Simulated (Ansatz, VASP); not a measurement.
**HfO2 in VASP and in Ansatz**

```
Hf O
1.0
     0.00000    2.43380    2.69861
     2.43380    0.00000    2.69861
     2.43380    2.43380    0.00000
Hf O
1 2
Cartesian
  0.0215 0.0000 0.0000
  1.0972 1.2169 1.3493
  3.5310 3.6507 4.0479
```

Change from the starting cell: mode 4 frozen in at -0.124 Å, strain +e along z and -e/2 along x and y +0.0700.

Alike in both runs: task single point; functional PBEsol; k mesh 8 × 8 × 8; occupations gaussian, width 0.05 eV; no spin polarisation.

```csv
,VASP,Ansatz
version,VASP 6.6.1,Ansatz 0.2.0
potentials or method,"VASP PAW PBE potentials, release 64 (Hf_pv, O)","scalar-relativistic, plane waves, PAW"
plane-wave cutoff (eV),520,520
valence electrons in the cell,22,38
```

```tsv
	VASP	Ansatz	Ansatz less VASP
gap on the k mesh at the Fermi level (eV)	2.42	2.42	0.000
least direct gap on the mesh (eV)	2.85	2.85	-0.001
pressure (GPa)	-0.4	3.3	+3.67
largest component of the traceless stress (GPa)	32.92	32.30	-0.618
rms of the force components (eV/Å)	0.348	0.359	+0.0109
```

Atom by atom the forces differ by 0.011 eV/Å (rms over components). With one functional, cell and mesh, what is left measures potentials, basis and numerics. The two sets of potentials don't hold the same shells in valence. Ansatz warned: «pseudo_functional_mismatch».

Caveats: the PAW data sets were made with another functional, which shifts forces and pressure a little (VASP); spin-orbit coupling is left out, which moves the levels of the heavy elements. A k mesh can miss the band edges.
